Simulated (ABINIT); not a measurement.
HfO2:

```xyz
3
Lattice="0.0000 2.5575 2.5575 2.5575 0.0000 2.5575 2.5575 2.5575 0.0000" Properties=species:S:1:pos:R:3 pbc="T T T"
Hf    0.0000    0.0000    0.0000
O     3.8363    3.8363    3.8363
O     1.2788    1.2788    1.2788
```

Measurements of this composition are mostly on another form, of space group No. 14.

Base run:

| Property | Result |
| --- | --- |
| Program | ABINIT 10.8.3 (patched build) |
| Functional | r2SCAN |
| Potentials or basis | JTH PAW PBE v2.0 |
| Cutoff | 762 eV |
| k mesh | 9 × 9 × 9 |
| Occupations | fermi-dirac, width 0.05 eV |
| Spin | no spin polarisation |

Its results: band gap on the k mesh 4.34 eV, indirect (least direct gap 4.44 eV).

Q: The run is repeated on the same cell with these changes: functional from r2SCAN to TB-mBJ; potentials or basis from JTH PAW PBE v2.0 to JTH PAW LDA v2.0. What comes out?

A: Band gap on the k mesh 5.85 eV, indirect (least direct gap 6.02 eV).

Caveats: spin-orbit coupling is left out, which moves the levels of the heavy elements; the mesh misses the band edges, which the band path finds closer together (some runs); the constant c of TB-mBJ comes from the pseudo density here, which moves gaps by up to 0.3 eV between sets of potentials (some runs).
